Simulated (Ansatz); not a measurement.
# Sb under changes of volume

One of the cells (26.666 Å³/atom); the others are scaled copies at fixed shape and fractional positions:

```
CELL_PARAMETERS angstrom
0.00000 2.37124 2.37124
2.37124 0.00000 2.37124
2.37124 2.37124 0.00000
ATOMIC_POSITIONS crystal
Sb 0.00000 0.00000 0.00000
```

This isn't the form of Sb at room conditions, which is rhombohedral.

```yaml
Program: Ansatz 0.2.0
Functional: PBEsol
Potentials_or_basis: all-electron LAPW, scalar-relativistic
Cutoff: 170 eV (chosen from the basis error)
Basis_error_allowed: 0.0005 eV/atom
k_mesh: 10 × 10 × 10
Occupations: fermi-dirac, width 0.05 eV
Spin: no spin polarisation
```

| volume (Å³/atom) | energy over the lowest point (meV/atom) | pressure (GPa) |
| --- | --- | --- |
| 25.066 | 9.16 | 2.9 |
| 25.599 | 2.26 | 1.4 |
| 26.133 | 0.00 | 0.0 |
| 26.666 | ? | ? |
| 27.199 | 7.53 | -2.3 |
| 27.733 | 16.91 | -3.4 |
| 28.266 | 29.75 | -4.3 |

**Question.** What does the run at 26.666 Å³/atom give?

**Answer.** Energy over the lowest point 1.84 meV/atom; pressure -1.2 GPa.

Worked out: A Birch-Murnaghan fit of order 3 (a polynomial in V^(-2/3)) to the other rows has its minimum at 26.16 Å³/atom with B0 = V·E''(V) = 61 GPa (rough, since the energies scatter). It gives 1.79 meV/atom at 26.666 Å³/atom, against the run's 1.84, and -dE/dV = -1.2 GPa, against -1.2.

Energies are extrapolated to zero smearing.
